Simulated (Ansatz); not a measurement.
`BC(F)(F)F` + H₂Te → `B[TeH]` + trifluoromethane at 700 K and 1 bar (ligand exchange at a B–C bond).

Isolated molecules relaxed with PBE0-D4/def2-TZVP in Ansatz; ΔE leaves out vibrations. CCSD(T)/CBS is the MP2 limit (def2-TZVPP, def2-QZVPP) plus CCSD(T) − MP2 in def2-TZVPP, frozen cores. This one scheme is used for every species. Elements past krypton have def2 core potentials. For Te outer-core shells are correlated without core-valence functions, which leaves a few kJ/mol of doubt a bond.

```
    species  CCSD(T)/CBS energy (Eh)  H − E (kJ/mol)  S (J/(mol·K))
`BC(F)(F)F`               -363.39214           149.0          392.2
       H₂Te               -268.91024            57.2          261.6
   `B[TeH]`               -294.31292           110.7          324.5
   `FC(F)F`               -338.02896           105.5          315.2
```

H − E and S are ideal-gas, rigid-rotor, harmonic terms from PBE0-D4/def2-TZVP. 1 Eh = 2625.50 kJ/mol, R = 8.31446 J/(mol·K).

Question: By hand: ΔE, ΔH, ΔS and ΔG.

Answer: ΔE = (-294.31292) + (-338.02896) − (-363.39214) − (-268.91024) = -0.03950 Eh = -103.7 kJ/mol. Δ(H − E) = 110.7 + 105.5 − 149.0 − 57.2 = 10.0, so ΔH = -93.7 kJ/mol. ΔS = 324.5 + 315.2 − 392.2 − 261.6 = -14.1 J/(mol·K). ΔG = -93.7 − 700 × (-14.1)/1000 = -83.8 kJ/mol.

Question: By hand: the equilibrium constant, and the temperature at which ΔG would vanish if ΔH and ΔS stayed fixed.

Answer: log₁₀ K = −ΔG/(RT ln 10) = 6.3. ΔG = 0 at ΔH/ΔS = 6645 K, far beyond where these terms or the molecules hold.

The number of gas molecules stays the same, so ΔS is small and ΔH decides. A doubt of 5 kJ/mol in ΔE shifts log₁₀ K by 0.4 here. These are equilibria of isolated gas molecules and say nothing of rates. Largest T1 diagnostic: 0.015 (customary marks: 0.02 for closed shells, 0.045 for open ones).
